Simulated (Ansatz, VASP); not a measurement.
O in VASP and in Ansatz

```
O
1.0
     1.77973    1.02752    3.84962
    -1.77973    1.02752    3.84962
     0.00000   -2.05505    3.84962
O
2
Cartesian
  0.0000 0.0000 10.9396
  0.0000 0.0000 0.6093
```

Alike in both runs: functional PBE; dispersion D3(BJ); k mesh 9 × 9 × 9; occupations gaussian, width 0.02 eV; collinear spin.

Ansatz relaxed the structure, and its values are those at the end. VASP's run is a single point on that final structure, the one shown.

|  | VASP | Ansatz |
| --- | --- | --- |
| version | VASP 6.6.1 | Ansatz 0.2.0 |
| potentials or method | VASP PAW PBE potentials, release 64 (O) | scalar-relativistic, plane waves, PAW |
| plane-wave cutoff (eV) | 520 | 420 |
| valence electrons in the cell | 12 | 12 |

VASP gave:

| Item | Value |
| --- | --- |
| gap on the k mesh at the Fermi level (eV) | 1.59 |
| least direct gap on the mesh (eV) | 1.63 |
| pressure (GPa) | 1.5 |
| rms of the force components (eV/Å) | 0.661 |
| net moment per atom (μB) | 1.00 |
| size of the moment on the site where the two differ most (μB) | 0.81 |

Q: What did Ansatz give for the same quantities?

A: gap on the k mesh at the Fermi level (eV): 1.57; least direct gap on the mesh (eV): 1.61; pressure (GPa): 0.0; rms of the force components (eV/Å): 0.000; net moment per atom (μB): 1.00; size of the moment on the site where the two differ most (μB): 0.56.

Site moments also hang on the region over which each program counts them. With one functional, cell and mesh, what is left measures potentials, basis and numerics.

Caveats: the standard files for N, O and F lose accuracy on very short bonds; an odd mesh through Γ misses points on the zone boundary, where band edges often lie; forces of over 1 eV/Å show positions far from the minimum, so gaps and moduli don't describe the material at rest.
